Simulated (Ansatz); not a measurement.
**Sn, one cell by several methods**

```
Sn
1.0
     0.00000    3.29541    3.14823
     3.29541    0.00000    3.14823
     3.29541    3.29541    0.00000
Sn
2
Cartesian
  3.2954 3.2954 3.1482
  4.9431 4.9431 4.7223
```

Atoms are numbered in the order listed.

The cell is COD entry 9008568, as deposited and not checked against the literature; nothing was relaxed. The listed cell was then made from it by scaling, straining or moving an atom.

Spin–orbit coupling is left out, though it moves levels of the heavy atoms by tenths of an eV or more.

Levels of theory: DFT, PBE, PAW with Ansatz's default frozen-core files, scalar-relativistic (Ansatz 0.2.0); DFT, PBE, all-electron LAPW, scalar-relativistic (Ansatz 0.2.0).

For PAW: a Γ-centred 9×9×9 k mesh, Fermi–Dirac smearing of 0.03 eV, cutoff 420 eV, no spin polarisation. LAPW targets a basis error of 0.25 meV/atom. The Ansatz runs share mesh, smearing and spin set-up. Plane-wave (PAW) pressures include the program's estimate of the Pulay term.

Stress and pressure are positive in compression.

The change that made this cell: z strained by -3 % at fixed volume.

PAW results:

| quantity | PAW |
| --- | --- |
| pressure (GPa) | 3.19 |
| stress xx (GPa) | 2.79 |
| stress zz (GPa) | 4.00 |

Problem. What does full-potential LAPW give for the same quantities?

Solution. 
```tsv
quantity	LAPW
pressure (GPa)	3.19
stress xx (GPa)	2.78
stress zz (GPa)	4.00
```
